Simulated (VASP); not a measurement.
Input of a VASP 6.6.1 run:

File POSCAR:

```
BP
1.0
    0.0000000000      2.2605516541      2.2605516541
    2.2605516541      0.0000000000      2.2605516541
    2.2605516541      2.2605516541      0.0000000000
  B               P
     1     1
Direct
     0.0000000000000000    0.0000000000000000    0.0000000000000000
     0.2500000000000000    0.2500000000000000    0.2500000000000000
```

File INCAR.step1:

```
SYSTEM = BP
PREC = Accurate
ENCUT = 600
EDIFF = 1E-8
ISMEAR = 0
SIGMA = 0.03
LREAL = .FALSE.
LASPH = .TRUE.
NELM = 80
ALGO = Normal
ISIF = 3
LWAVE = .FALSE.
LCHARG = .FALSE.
GGA = PS
PSTRESS = 15.0
IBRION = 2
NSW = 40
EDIFFG = -0.002
```

File INCAR.step2:

```
SYSTEM = BP
PREC = Accurate
ENCUT = 600
EDIFF = 1E-8
ISMEAR = 0
SIGMA = 0.03
LREAL = .FALSE.
LASPH = .TRUE.
NELM = 80
ALGO = Normal
ISIF = 2
LWAVE = .FALSE.
LCHARG = .FALSE.
GGA = PS
PSTRESS = 15.0
IBRION = 6
NFREE = 2
POTIM = 0.015
NSW = 1
```

KPOINTS

```
regular mesh
0
G
  10 10 10
  0 0 0
```

Potentials or basis: VASP PAW PBE potentials, release 64 (B, P).

Command:

```sh
$ cat potpaw_PBE.64/B/POTCAR potpaw_PBE.64/P/POTCAR > POTCAR
$ cp INCAR.step1 INCAR
$ mpirun -np 1 vasp_std > vasp.out
$ cp CONTCAR POSCAR
$ cp INCAR.step2 INCAR
$ mpirun -np 1 vasp_std > vasp.out
```

Problem. What does it give for the highest phonon frequency at Γ, LO-TO splitting left out?

Solution. 817 cm⁻¹.

Problem. What does it give for the space group after relaxing (to 0.05 Å)?

Solution. F-43m (No. 216).

Problem. Estimate the relaxed volume.

Solution. 11.45 Å³/atom.

Problem. Predict the relaxed cell.

Solution. a = 3.188 Å, b = 3.188 Å, c = 3.188 Å, α = 60.00°, β = 60.00°, γ = 60.00°.

Phonon frequencies in cm⁻¹ (negative: imaginary):
```csv
q point,frequencies
"(0.000, 0.000, 0.000)",0 0 0 817 817 817
```

Caveat: the PAW data sets were made with another functional, which shifts forces and pressure a little.
